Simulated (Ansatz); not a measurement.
# From the elastic tensor of Si at 11 GPa (stress–strain coefficients) to moduli and sound speeds

Theory: DFT PBE, scalar-relativistic, plane waves, PAW in Ansatz 0.2.0. Cutoff 420 eV, 12×12×12 k-points (Γ-centred), fixed occupations. No spin polarisation.

It takes space group Fd-3m (No. 227, cubic). Conventional cell: a = 5.291 Å, b = 5.291 Å, c = 5.291 Å, α = 90.00°, β = 90.00°, γ = 90.00°. Si (site symmetry -43m) has 4 Si at 2.29 Å as nearest neighbours.

At this pressure the crystal is close to a known change of phase. The bands were filled as in an insulator; under compression the gap may have closed between mesh points.

Relaxed-ion constants (GPa, on the Cartesian axes of the calculation):
C11 = 195.8, C12 = 101.1, C13 = 101.1, C22 = 195.8, C23 = 101.1, C33 = 195.8, C44 = 78.5, C55 = 78.5, C66 = 78.5 GPa; the others vanish.

Density 2.519 g/cm³; 2 atoms in 37.02 Å³.

The values that follow are for a polycrystal of randomly turned grains, by Hill's mean where one number stands.

With S = C⁻¹: B_V = (C11+C22+C33+2(C12+C13+C23))/9, G_V = (C11+C22+C33−C12−C13−C23+3(C44+C55+C66))/15, 1/B_R = S11+S22+S33+2(S12+S13+S23), 15/G_R = 4(S11+S22+S33−S12−S13−S23)+3(S44+S55+S66); Hill is their mean. Then v_l = √((B+4G/3)/ρ), v_t = √(G/ρ), v_m = [(2/v_t³+1/v_l³)/3]^(−1/3) and Θ = (ħ/k_B)·v_m·(6π²n/V)^(1/3) for n atoms in the volume V; E = 9BG/(3B+G), ν = (3B−2G)/(2(3B+G)) and A^U = 5G_V/G_R + B_V/B_R − 6.

| Property | Result |
| --- | --- |
| Bulk modulus, Voigt / Reuss / Hill | 132.7 / 132.7 / 132.7 GPa |
| Shear modulus, Voigt / Reuss / Hill | 66.0 / 62.1 / 64.1 GPa |
| Young's modulus | 166 GPa |
| Poisson ratio | 0.292 |
| Pugh ratio B/G | 2.07 |
| Universal anisotropy index | 0.31 |
| Longitudinal and transverse sound speeds | 9304 and 5043 m/s |
| Debye temperature from the mean sound speed | 633 K |

Cost: 1 run of about 1.1 core-minutes, on Arm Neoverse N1 (shared hosts).

The compressed crystal remains elastically stable against small homogeneous strains: C44, C11 − C12 and C11 + 2C12 are all positive, and for stress–strain coefficients these are the proper criteria under load. The softer shear is the tetragonal one, governed by C11 − C12, which tilts the tetrahedral bonds against weak angular forces. The C44 shear also stretches them, so the lattice is stiffest along the ⟨111⟩ bond directions. The tetragonal strain is also the one that leads from diamond towards the β-tin structure.

C12 exceeds C44, the reverse of silicon at ambient pressure, but this is no sign of metallic bonding. In these coefficients the load itself enters C12 and C44 with opposite signs and adds twice the pressure to their difference, which is close to the whole of what is found; the Cauchy relation for central forces does not apply here, since the atoms do not sit at inversion centres. The Pugh ratio of 2.07 likewise probably reflects compression raising the bulk modulus much more than the shear modulus, rather than ductility, which in silicon depends on dislocation mobility in a directional covalent network. Elastic stability does not settle which phase has the lower enthalpy.
